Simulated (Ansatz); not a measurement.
# HfB2 (P1) in Ansatz: convergence with wavefunction cutoff

Aim: find how far wavefunction cutoff must go before the results for HfB2 settle, at PBE. This setting moves, with any that are tied to it; all else stays.

Everything below comes from runs of Ansatz 0.2.0. Logs are shortened: lines on timing, memory, paths and dates and some standing lists are left out, and cuts for length are marked.

## Step 1: The cell of the first run

The typed cell holds 3 atoms: a = 3.140 Å, b = 3.140 Å, c = 3.480 Å, α = 90.00°, β = 90.00°, γ = 120.00°.

The cell isn't the ideal one: atoms moved at random, drawn with an rms of 0.05 Å.

## Step 2: With wavefunction cutoff 400 eV

File input.yaml:

```yaml
crystal:
  lattice:
    - [3.14, 0.0, 0.0]
    - [-1.57, 2.7193197679, 0.0]
    - [0.0, 0.0, 3.48]
  atoms:
    - { symbol: Hf, position: [0.00407, -0.003784, -0.002973] }
    - { symbol: B, position: [0.673524, 0.34355, 0.491307] }
    - { symbol: B, position: [0.31739, 0.675133, 0.484549] }
hamiltonian:
  xc: pbe
  pseudopotentials: { kind: nc }
kpoints:
  mp_grid: { grid: [7, 7, 6] }
scf:
  occupations: { method: gaussian, width: 0.1 }
output:
  forces: true
  stress: true
  eigenvalues: true
basis:
  ecutwfc: "400 eV"
```

Potentials or basis: Ansatz NC.

Command:

```
$ ansatz run input.yaml --threads 2 --pin off --max-ram 5632MiB --backend cpu --events-out ev --progress --plain --runs-dir out
```

Run time: 17 s. Hardware: 2 threads of Intel Xeon at 2.50GHz (Skylake/Cascade Lake), shared host; peak memory 0.31 GiB.

Results:

```
Free energy            : -7062.9745 eV
Pressure               : -105.2 GPa
Largest force          : 0.829 eV/Å
Band gap on the k mesh : none (metal or under the smearing width)
```

## Step 3: With wavefunction cutoff 500 eV

input.yaml, as its differences from that of step 2:

```diff
@@ -21,2 +21,2 @@
 basis:
-  ecutwfc: "400 eV"
+  ecutwfc: "500 eV"
```

Potentials or basis: Ansatz NC.

Command:

```
$ ansatz run input.yaml --threads 2 --pin off --max-ram 5632MiB --backend cpu --events-out ev --progress --plain --runs-dir out
```

Run time: 15 s. Hardware: 2 threads of Intel Xeon at 2.50GHz (Skylake/Cascade Lake), shared host; peak memory 0.32 GiB.

Results:

```
Free energy            : -7252.1032 eV
Pressure               : -36.3 GPa
Largest force          : 1.181 eV/Å
Band gap on the k mesh : none (metal or under the smearing width)
```

## Step 4: With wavefunction cutoff 600 eV

input.yaml, as its differences from that of step 3:

```diff
@@ -21,2 +21,2 @@
 basis:
-  ecutwfc: "500 eV"
+  ecutwfc: "600 eV"
```

Command:

```
$ ansatz run input.yaml --threads 2 --pin off --max-ram 5632MiB --backend cpu --events-out ev --progress --plain --runs-dir out
```

Run time: 15 s. Hardware: 2 threads of Intel Xeon at 2.50GHz (Skylake/Cascade Lake), shared host; peak memory 0.36 GiB.

Results:

| Item | Value |
| --- | --- |
| Free energy | -7351.8987 eV |
| Pressure | -6.4 GPa |
| Largest force | 1.253 eV/Å |
| Band gap on the k mesh | none (metal or under the smearing width) |

## Step 5: With wavefunction cutoff 700 eV

input.yaml, as its differences from that of step 4:

```diff
@@ -21,2 +21,2 @@
 basis:
-  ecutwfc: "600 eV"
+  ecutwfc: "700 eV"
```

Command:

```
$ ansatz run input.yaml --threads 2 --pin off --max-ram 5632MiB --backend cpu --events-out ev --progress --plain --runs-dir out
```

Wall time 15 s (2 threads of Intel Xeon at 2.50GHz (Skylake/Cascade Lake), shared host); peak memory 0.38 GiB.

What came out:

| Property | Result |
| --- | --- |
| Free energy | -7392.0003 eV |
| Pressure | -1.9 GPa |
| Largest force | 1.289 eV/Å |
| Band gap on the k mesh | none (metal or under the smearing width) |

## Step 6: With wavefunction cutoff 850 eV

input.yaml, as its differences from that of step 5:

```diff
@@ -21,2 +21,2 @@
 basis:
-  ecutwfc: "700 eV"
+  ecutwfc: "850 eV"
```

Potentials or basis: Ansatz NC.

Command:

```
$ ansatz run input.yaml --threads 2 --pin off --max-ram 5632MiB --backend cpu --events-out ev --progress --plain --runs-dir out
```

It took 21 s on 2 threads of Intel Xeon at 2.50GHz (Skylake/Cascade Lake), shared host; peak memory 0.42 GiB.

The run converged. Its results:

* Free energy: -7404.2895 eV
* Pressure: 2.0 GPa
* Largest force: 1.298 eV/Å
* Band gap on the k mesh: none (metal or under the smearing width)

## Step 7: With wavefunction cutoff 1000 eV

input.yaml, as its differences from that of step 6:

```diff
@@ -21,2 +21,2 @@
 basis:
-  ecutwfc: "850 eV"
+  ecutwfc: "1000 eV"
```

Command:

```
$ ansatz run input.yaml --threads 2 --pin off --max-ram 5632MiB --backend cpu --events-out ev --progress --plain --runs-dir out
```

Wall time 25 s (2 threads of Intel Xeon at 2.50GHz (Skylake/Cascade Lake), shared host); peak memory 0.47 GiB.

Results (log left out):

| Property | Result |
| --- | --- |
| Free energy | -7404.8882 eV |
| Pressure | 2.3 GPa |
| Largest force | 1.296 eV/Å |
| Band gap on the k mesh | none (metal or under the smearing width) |

## Step 8: With wavefunction cutoff 1200 eV

input.yaml, as its differences from that of step 7:

```diff
@@ -21,2 +21,2 @@
 basis:
-  ecutwfc: "1000 eV"
+  ecutwfc: "1200 eV"
```

Command:

```
$ ansatz run input.yaml --threads 2 --pin off --max-ram 5632MiB --backend cpu --events-out ev --progress --plain --runs-dir out
```

It took 33 s on 2 threads of Intel Xeon at 2.50GHz (Skylake/Cascade Lake), shared host; peak memory 0.47 GiB.

The run converged. Its results:

```
Free energy            : -7404.8934 eV
Pressure               : 2.3 GPa
Largest force          : 1.297 eV/Å
Band gap on the k mesh : none (metal or under the smearing width)
```

## Step 9: With wavefunction cutoff 1400 eV

input.yaml, as its differences from that of step 8:

```diff
@@ -21,2 +21,2 @@
 basis:
-  ecutwfc: "1200 eV"
+  ecutwfc: "1400 eV"
```

Potentials or basis: Ansatz NC.

Command:

```
$ ansatz run input.yaml --threads 2 --pin off --max-ram 5632MiB --backend cpu --events-out ev --progress --plain --runs-dir out
```

Run time: 38 s. Hardware: 2 threads of Intel Xeon at 2.50GHz (Skylake/Cascade Lake), shared host; peak memory 0.54 GiB.

Results (log left out):

* Free energy: -7404.8943 eV
* Pressure: 2.3 GPa
* Largest force: 1.297 eV/Å
* Band gap on the k mesh: none (metal or under the smearing width)

## Step 10: With wavefunction cutoff 1700 eV

input.yaml, as its differences from that of step 9:

```diff
@@ -21,2 +21,2 @@
 basis:
-  ecutwfc: "1400 eV"
+  ecutwfc: "1700 eV"
```

Potentials or basis: Ansatz NC.

Command:

```
$ ansatz run input.yaml --threads 2 --pin off --max-ram 5632MiB --backend cpu --events-out ev --progress --plain --runs-dir out
```

What it wrote:

```text
Warning: RAYON_NUM_THREADS=2 ignored (pool sized by the plan → 2); use --threads N
Engine: ansatz 0.2.0, x86_64-unknown-linux-gnu
Pseudopotentials: kind: nc
Pseudopotential: Hf, nc, valence charge 26, recommended cutoff 1143 eV (normal), Hf.nc.azcp
Pseudopotential: B, nc, valence charge 3, recommended cutoff 1116 eV (normal), B.nc.azcp
Functional definition: PBE
  parameter kappa = 0.804
  parameter beta = 0.06672455060314922
  exchange = pbe_x(kappa = kappa, mu = beta*pi^2/3)
  correlation = pbe_c(beta = beta)
Crystal: 3 atoms, lattice volume = 29.715 Å³
Basis set: ecut = 1700 eV, 4763 PW (Γ), exchange–correlation on 90×90×96 points (8 copies of the dense FFT grid, shifted against one another)
Bands: 20, of which v1, the nominal top of the filled ones, is band 16 counted from 1 (15 counted from 0)
Symmetry: 1 space group operations
Space group: P1 (ITA 1), of the structure as read, at distance tolerance 3.1e-5 Å
k-points: 148 of 294 (time reversal used)
Non-local potential: Hf, projectors of the file, l = 0: 2, l = 1: 2, l = 2: 2, l = 3: 2
Non-local potential: B, projectors of the file, l = 0: 2, l = 1: 2
Initial density: superposition of atomic densities (chi_scale 0.1, normalization cell, long waves kept (reshape's long-wave potential 0.00 eV rms))
Initial wavefunctions: pseudopotential atomic-orbital guess
Functional: x = pbe(κ = 0.804, μ = 0.2195149727645171), c = pbe(β = 0.06672455060314922)
SCF iter   1: F=—  HF=-7405.476624 eV  |F-HF|=—  |Δ(HF+E_count)|=         —  Δρ=6.03e-2  dr2=1.87e0  ethr=3.10e-3  ⟨swp⟩=5.4  Hψ=12951  notcnv=0
preconditioner: auto → none  [metal: Δε(μ)=0.022 eV  Ē_g=16.919 eV  σ=0.100 eV  W_gap=0.12  n_scr=8 (ndim 8)  ℏωp=37.3 eV  f_vac=0.000  D(μ)=0.55/eV (n_scr^D=2)  sad-step TF]
SCF iter   2: F=—  HF=-7405.072556 eV  |F-HF|=—  |Δ(HF+E_count)|=   4.04e-1  Δρ=3.44e-2  dr2=5.94e-1  ethr=3.10e-3  ⟨swp⟩=2.9  Hψ=4911  notcnv=0  defer=1
SCF iter   3: F=—  HF=-7404.894643 eV  |F-HF|=—  |Δ(HF+E_count)|=   1.78e-1  Δρ=4.11e-3  dr2=2.93e-3  ethr=1.85e-3  ⟨swp⟩=3.2  Hψ=5345  notcnv=0  defer=3
SCF iter   4: F=—  HF=-7404.895797 eV  |F-HF|=—  |Δ(HF+E_count)|=   1.15e-3  Δρ=3.16e-3  dr2=1.84e-3  ethr=9.17e-6  ⟨swp⟩=2.1  Hψ=6175  notcnv=0  defer=1
SCF iter   5: F=—  HF=-7404.895431 eV  |F-HF|=—  |Δ(HF+E_count)|=   3.66e-4  Δρ=1.00e-3  dr2=2.27e-4  ethr=5.74e-6  ⟨swp⟩=2.0  Hψ=4455  notcnv=0  defer=1
SCF iter   6: F=—  HF=-7404.895369 eV  |F-HF|=—  |Δ(HF+E_count)|=   6.28e-5  Δρ=3.15e-4  dr2=2.08e-5  ethr=7.10e-7  ⟨swp⟩=2.1  Hψ=5052  notcnv=0  defer=1
SCF iter   7: F=—  HF=-7404.895327 eV  |F-HF|=—  |Δ(HF+E_count)|=   4.21e-5  Δρ=1.50e-4  dr2=4.69e-6  ethr=6.49e-8  ⟨swp⟩=2.0  Hψ=5177  notcnv=0  defer=1
SCF iter   8: F=-7404.895326 eV  HF=-7404.895326 eV  |F-HF|=3.83e-8  |Δ(HF+E_count)|=   1.02e-6  Δρ=1.82e-5  dr2=6.90e-8  ethr=3.13e-10  ⟨swp⟩=6.1  Hψ=19103  notcnv=0
SCF 1 converged in 8 iterations: F = -7404.895326 eV  dr2 = 6.90e-8
SCF converged after 8 iterations
Free energy (F): -7404.895326 eV
Harris-Foulkes:  -7404.895326 eV  (|F-HF|=3.83e-8)
Internal energy: -7404.893960 eV  (E = F + TS)
E sigma→0 (E₀):  -7404.894643 eV
Entropy (-TS):   -0.001366 eV (-0.455 meV/atom)
Fermi energy:    21.058206 eV
--- Per-component energies (eV) ---
  E_band       = 152.448171
  E_kinetic    = 3900.082182
  E_local      = -5951.609883  (includes V_loc(G=0)·N_el)
  E_nonlocal   = -1266.087678
  E_hartree    = 2135.633688
  E_xc         = -1096.795981
  E_vxc        = -801.210601  (∫ρ·V_xc dr)
  E_ewald      = -5126.116287
  E_smearing   = -0.001366  (= −TS)
  E_closure    = 0.000000  (closes the sum)
  Σ components = -7404.895326   (vs F -7404.895326, Δ=0.00e0)
--- Forces (eV/Å), atoms counted from 1 ---
  atom   1  Hf    -0.66808617     0.51607541    -0.48941364
  atom   2  B     -0.56739224    -0.38438047     0.11698354
  atom   3  B      1.23546627    -0.13168216     0.37252598
  max |Σ_I F_I| component: 9.59e-5 eV/Å
--- Stress (GPa, compression-positive) ---
        2.785645      -0.774905       0.462820
       -0.774905       2.212839      -0.349413
        0.462820      -0.349413       1.856016
  P = ⅓ Tr σ = 2.2848 GPa (22.848 kbar)
--- Band table (eV; the first three rows and the last of 148) ---
  k-point 0: bands = ["-40.5631", "-9.4033", "-8.9342", "-8.9171", "7.4856", "9.5010", "9.5380", "9.5424", "9.5566", "9.5571", "9.5594", "9.6678", "18.0031", "18.1441", "18.5684", "18.6374", "25.0921", "25.2689", "25.4869", "25.6808"]
  k-point 1: bands = ["-40.5614", "-9.4740", "-8.9289", "-8.9121", "7.9139", "9.4976", "9.5436", "9.5474", "9.5513", "9.5541", "9.5570", "9.6678", "16.1870", "18.3040", "18.8977", "20.3891", "23.1327", "23.6450", "24.8616", "25.0897"]
  k-point 2: bands = ["-40.5578", "-9.6118", "-8.9183", "-8.9022", "8.9918", "9.5123", "9.5401", "9.5441", "9.5555", "9.5564", "9.5584", "9.6679", "14.0771", "19.0269", "19.7013", "21.7306", "22.2820", "22.3393", "23.2211", "23.4220"]
  k-point 147: bands = ["-40.5188", "-9.5189", "-9.3484", "-9.1437", "9.4621", "9.5169", "9.5264", "9.5507", "9.5786", "9.6020", "9.6201", "10.3915", "14.0093", "16.2293", "17.5662", "19.5150", "22.1212", "24.7528", "25.9219", "27.3003"]
```

It took 46 s on 2 threads of Intel Xeon at 2.50GHz (Skylake/Cascade Lake), shared host; peak memory 0.67 GiB.

Results:

```
Free energy            : -7404.8953 eV
Pressure               : 2.3 GPa
Largest force          : 1.297 eV/Å
Band gap on the k mesh : none (metal or under the smearing width)
```

## Step 11: Summary

```tsv
wavefunction cutoff	energy less the tightest run, at zero smearing (meV/atom)	pressure (GPa)	largest force (eV/Å)	SCF cycles	CPU time (s)	peak memory (GiB)
400 eV	113974.27	-105.17	0.829	19	32	0.31
500 eV	50930.65	-36.33	1.181	13	25	0.32
600 eV	17665.50	-6.44	1.253	9	27	0.36
700 eV	4298.33	-1.86	1.289	9	29	0.38
850 eV	201.96	1.97	1.298	8	39	0.42
1000 eV	2.38	2.30	1.296	8	46	0.47
1200 eV	0.64	2.29	1.297	8	62	0.47
1400 eV	0.34	2.29	1.297	8	70	0.54
1700 eV	0.00	2.28	1.297	8	89	0.67
```

Against the tightest run, the energy stays within 1 meV/atom from 1200 eV on; the pressure stays within 0.1 GPa from 1000 eV on; the largest force stays within 0.005 eV/Å from 850 eV on. The tightest run that finished is the yardstick and may itself not be fully converged.
